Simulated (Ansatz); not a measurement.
Crystal: Ni.

```
Ni
1.0
     0.00000    1.73757    1.73757
     1.73757    0.00000    1.73757
     1.73757    1.73757    0.00000
Ni
1
Direct
  0.00000 0.00000 0.00000
```

Base run:

| Item | Value |
| --- | --- |
| Program | Ansatz 0.2.0 |
| Functional | PBEsol |
| Potentials or basis | all-electron LAPW, scalar-relativistic |
| Cutoff | 320 eV (chosen from the basis error) |
| Basis error allowed | 0.001 eV/atom |
| k mesh | 13 × 13 × 13 |
| Occupations | fermi-dirac, width 0.05 eV |
| Spin | collinear spin, ferromagnetic start |
| Starting moments | [1.0] μB |

Its results: pressure -2.4 GPa; net moment 0.63 μB per cell; site moments Ni +0.65 μB.

**Question.** After a change of settings the same cell gave: pressure 33.4 GPa; net moment 0.95 μB per cell; site moments Ni +0.94 μB. Which change was it?
A. potentials or basis from all-electron LAPW, scalar-relativistic to all-electron LAPW, non-relativistic
B. potentials or basis from all-electron LAPW, scalar-relativistic to all-electron LAPW, inner shells corrected to Dirac's equation
C. hubbard terms from none to Ni d U = 2 eV
D. hubbard terms from none to Ni d U = 8 eV

**Answer.** D.

Caveats: the magnetic state may not be the lowest (some runs); a pressure of tens of GPa on the cell as given is suspect, and the run, the potentials or the cell itself is likely at fault (some runs); U is the effective U less J, on atomic orbitals that reach past the spheres (some runs); the U is typed as a test and isn't derived for this compound (some runs).
